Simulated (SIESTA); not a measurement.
## La under changes of volume

One of the cells (37.415 Å³/atom); the others are scaled copies at fixed shape and fractional positions:

```
La
1.0
     3.77000    0.00000    0.00000
    -1.88500    3.26492    0.00000
     0.00000    0.00000   12.15900
La
4
Direct
  0.66667 0.33333 0.25000
  0.33333 0.66667 0.75000
  0.00000 0.00000 0.50000
  0.00000 0.00000 0.00000
```

| Property | Result |
| --- | --- |
| Program | SIESTA 5.4.2 |
| Functional | LDA |
| Potentials or basis | PseudoDojo 0.4 standard (PBE files) |
| Basis | DZP (energy shift 0.003 Ry; two zetas on semicore shells) |
| Grid cutoff | 800 Ry |
| Energy shift | 0.003 Ry |
| k mesh | 8 × 8 × 3 |
| Occupations | fermi-dirac, width 0.05 eV |
| Spin | no spin polarisation |

| volume (Å³/atom) | energy over the lowest point (meV/atom) | pressure (GPa) |
| --- | --- | --- |
| 35.171 | 1.39 | 0.7 |
| 35.919 | 0.00 | -0.1 |
| 36.667 | 2.02 | -0.8 |
| 37.415 | 7.11 | -1.4 |
| 38.164 | 15.01 | -2.0 |
| 38.912 | ? | ? |
| 39.660 | 38.41 | -3.0 |

Problem. What does the run at 38.912 Å³/atom give?

Solution. Energy over the lowest point 25.53 meV/atom; pressure -2.5 GPa.

Worked out: A Birch-Murnaghan fit of order 3 (a polynomial in V^(-2/3)) to the other rows has its minimum at 35.84 Å³/atom with B0 = V·E''(V) = 35 GPa and B' = 3.2 at fixed shape and positions, which overstates the stiffness. It gives 25.53 meV/atom at 38.912 Å³/atom, against the run's 25.53, and -dE/dV = -2.5 GPa, against -2.5.

Energies are extrapolated to zero smearing.

Caveats: the potentials were made for another functional, which shifts forces and pressure; the basis of atomic orbitals isn't converged, which shifts pressures, moduli and gaps.
